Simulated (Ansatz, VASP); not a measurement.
Two plane-wave programs on W

POSCAR

```
W
1.0
   -1.5848038465      1.5848038465      1.5848038465
    1.5848038465     -1.5848038465      1.5848038465
    1.5848038465      1.5848038465     -1.5848038465
W
1
Direct
    0.0000000000      0.0000000000      0.0000000000
```

Contents of INCAR.step1:

```
SYSTEM = W
PREC     = Accurate       ! precision mode
ENCUT    = 520            ! plane-wave cutoff, eV
ISMEAR   = -1             ! smearing method
SIGMA    = 0.1            ! smearing width, eV
LREAL    = .FALSE.        ! projectors in reciprocal space
LASPH    = .TRUE.         ! aspherical terms in the spheres
NELM     = 80             ! most SCF steps
NBANDS   = 13             ! bands
GGA      = PE             ! functional
ALGO     = Normal         ! electronic algorithm
EDIFF    = 1E-4           ! SCF threshold, eV
LWAVE    = .TRUE.         ! write WAVECAR
LCHARG   = .FALSE.        ! write CHGCAR
```

File INCAR.step2:

```
SYSTEM = W
PREC     = Accurate       ! precision mode
ENCUT    = 520            ! plane-wave cutoff, eV
EDIFF    = 1E-6           ! SCF threshold, eV
ISMEAR   = -1             ! smearing method
SIGMA    = 0.1            ! smearing width, eV
LREAL    = .FALSE.        ! projectors in reciprocal space
LASPH    = .TRUE.         ! aspherical terms in the spheres
NELM     = 80             ! most SCF steps
ALGO     = Normal         ! electronic algorithm
ISIF     = 2              ! what is computed and relaxed
LWAVE    = .FALSE.        ! write WAVECAR
LCHARG   = .TRUE.         ! write CHGCAR
METAGGA  = R2SCAN         ! meta-GGA
LMIXTAU  = .TRUE.       
LELF     = .TRUE.         ! ELF
LVHAR    = .TRUE.       
NBANDS   = 13             ! bands
ISTART   = 1
```

The input KPOINTS:

```
regular mesh
0
G
  7 7 7
  0 0 0
```

Input for Ansatz:

```yaml
crystal:
  lattice:
    - [-1.5848038465, 1.5848038465, 1.5848038465]
    - [1.5848038465, -1.5848038465, 1.5848038465]
    - [1.5848038465, 1.5848038465, -1.5848038465]
  atoms:
    - { symbol: W, position: [0.0, 0.0, 0.0] }
hamiltonian:
  xc: r2scan
  pseudopotentials:
    kind: paw
    azcp:
      W: "pseudopotentials/W.paw.azcp"
basis:
  ecutwfc: 500
  fft_grid_basis: typed
kpoints:
  mp_grid: { grid: [7, 7, 7], shift: [0, 0, 0] }
magnetization:
  spin_polarized: false
scf:
  occupations: { method: fermi_dirac, width: 0.1 }
  lower_state_search: "off"
output:
  stress: true
```

Alike in both runs: task single point; functional r2SCAN; k mesh 7 × 7 × 7; occupations fermi-dirac, width 0.1 eV; no spin polarisation.

|  | VASP | Ansatz |
| --- | --- | --- |
| version | VASP 6.6.1 | Ansatz 0.2.0 |
| potentials or method | VASP PAW PBE potentials, release 64 (W_sv) | plane waves (500 eV) with PAW, scalar-relativistic |
| plane-wave cutoff (eV) | 520 | 500 |
| valence electrons in the cell | 14 | 14 |

|  | VASP | Ansatz | Ansatz less VASP |
| --- | --- | --- | --- |
| pressure (GPa) | 2.2 | 0.9 | -1.27 |

Caveats: the k mesh is coarse (spacing up to 0.40 Å⁻¹), so the values aren't converged; the PAW data sets were made with another functional, which shifts forces and pressure a little (VASP). Spin-orbit coupling is left out, which matters for the levels of W.
